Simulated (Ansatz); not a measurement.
# BaTiO3: compression at zero temperature

How does BaTiO3 compress? Cell and atoms are relaxed at 7 pressures between -1 and 90 GPa.

Computed with Ansatz 0.2.0 (DFT r2SCAN, scalar-relativistic, plane waves, PAW, unless a step's input says otherwise).

1 further run of the same task is left out (set aside as unsound or not needed).

**1. The system as given**

The structure is cubic, space group Pm-3m (No. 221). Conventional cell: a = 3.994 Å, b = 3.994 Å, c = 3.994 Å, α = 90.00°, β = 90.00°, γ = 90.00°. Ba (site symmetry m-3m) has 12 O at 2.82 Å as nearest neighbours. Ti (site symmetry m-3m) is surrounded by 6 O at 2.00 Å. Around O (site symmetry 4/mmm) lie 2 Ti at 2.00 Å and 4 Ba at 2.82 Å.

Coordinates:

```
CELL_PARAMETERS angstrom
3.99404 0.00000 0.00000
0.00000 3.99404 0.00000
0.00000 0.00000 3.99404
ATOMIC_POSITIONS crystal
Ba 0.50000 0.50000 0.50000
Ti 0.00000 0.00000 0.00000
O 0.50000 0.00000 0.00000
O 0.00000 0.50000 0.00000
O 0.00000 0.00000 0.50000
```

It goes back to an entry of the Materials Project, which need not be the stable form.

This cell was relaxed beforehand with the same method: volume 12.74 Å³/atom, gap on the mesh 2.17 eV.

**2. Band edges over the zone**

Input file input.yaml:

```yaml
crystal:
  lattice:
    - [3.9940387845, 0.0, 0.0]
    - [0.0, 3.9940387845, 0.0]
    - [0.0, 0.0, 3.9940387845]
  atoms:
    - { symbol: Ba, position: [0.5, 0.5, 0.5] }
    - { symbol: Ti, position: [0.0, 0.0, 0.0] }
    - { symbol: O, position: [0.5, 0.0, 0.0] }
    - { symbol: O, position: [0.0, 0.5, 0.0] }
    - { symbol: O, position: [0.0, 0.0, 0.5] }
basis:
  ecutwfc: 500
kpoints:
  mp_grid: { grid: [8, 8, 8] }
  band_path: { path: [VBM, CBM], npoints: 2 }
hamiltonian:
  xc: r2scan
scf:
  occupations: { method: gaussian, width: 0.02 }
output:
  forces: true
  stress: true
  eigenvalues: true
checkpoint:
  read: start.run
  write: ck
  compress: false
  write_wavefunctions: false
  write_every: 100000
```

On the command line:

```
ansatz run input.yaml --threads 1 --pin off --max-ram 2560MiB --backend cpu --events-out ev --progress --plain --runs-dir out
```

The session goes on with these runs: -1 GPa; seeking the band edges at -1 GPa; 1 GPa; the gap over the whole zone at 1 GPa; relaxing at 4 GPa; seeking the band edges at 4 GPa; 12 GPa; band edges over the zone at 12 GPa; 25 GPa; seeking the band edges at 25 GPa; target pressure 50 GPa; band edges over the zone at 50 GPa; relaxing at 90 GPa; seeking the band edges at 90 GPa.

**Question.** What will these runs give? Wanted: bulk modulus B0; B0'.

As calculated:

```
                                     quantity                       value
                             volume at 90 GPa  9.70 Å³/atom, V/V0 = 0.761
bulk modulus B0 (third-order Birch-Murnaghan)                     182 GPa
                                          B0'                         4.3
                          gap at 0 and 90 GPa            2.17 eV; 2.41 eV
```

Up to 90 GPa the volume falls by 23.9 %. The points follow one equation of state, B0 = 182 GPa. The gap goes from 2.17 eV at zero pressure to 2.41 eV at 90 GPa. Other structures may take over in this range; these runs cannot find them.
